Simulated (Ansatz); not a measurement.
Runs of Ansatz 0.2.0 on Co. The cell holds a slab with vacuum, 7 atoms: a = 2.540 Å, b = 2.540 Å, c = 25.774 Å, α = 90.00°, β = 90.00°, γ = 90.00°. The slab is cut from a database's or a generator's crystal, which needn't be the stable form of the element.

```csv
potentials or basis,cutoff (eV),gap on the mesh (eV),moment (μB),largest force (eV/Å),work function (eV)
SPMS NC,844,none,(a),0.73,4.58
JTH PAW,1320,none,12.39,0.73,4.58
Ansatz PAW,420,none,12.39,0.74,4.59
Ansatz PAW earlier set,900,none,12.39,0.74,4.58
Ansatz PAW earlier set,1000,none,12.39,0.74,4.58
PseudoDojo standard (PBE files),1306,none,12.41,0.73,4.59
PseudoDojo stringent (PBE files),1415,none,12.39,0.74,4.59
```

Alike in all rows: task single point; level PBE; spin collinear, ferromagnetic start; cell the (1 0 0) slab of Co, cut from the database cell, not relaxed; k mesh 10 × 10 × 1; smearing fermi-dirac 0.05 eV.

**Question.** Estimate the missing entries.

**Answer.** (a) 12.35.

Caveats: the cell was measured hot, at 1300 K.

A gap of «none» marks a metal or a gap under the smearing width.
